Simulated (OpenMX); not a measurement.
Runs of OpenMX 3.8.5 on Au. Symmetry: Pm-3m, No. 221, cubic system. The conventional cell has a = 2.748 Å, b = 2.748 Å, c = 2.748 Å, α = 90.00°, β = 90.00°, γ = 90.00°. Around Au (site symmetry m-3m) lie 6 Au at 2.75 Å. The cell was built by a generator and needn't be a form met in nature.

```tsv
level	gap on the mesh (eV)	pressure (GPa)
PBE+D3(BJ)	none	(a)
PBE+D3	none	-5.1
PBE+D4	none	-3.0
PBE	none	1.1
```

Alike in all rows: task single point; potentials or basis OpenMX 2013 PBE set, Au7.0-s3p2d2f1, grid cutoff 400 Ry; no spin polarisation; cell as given; k mesh 7 × 7 × 7; smearing fermi-dirac 0.05 eV.

Question: Fill in the values left out.

Answer: (a) -3.2.

Caveats: the basis of atomic orbitals isn't converged, which shifts pressures, moduli and gaps; pairwise dispersion overbinds metals, which lowers pressure and volume (some runs).

A k mesh can miss the band edges, and the runs leave out spin-orbit coupling on Au.

A gap of «none» marks a metal or a gap under the smearing width.
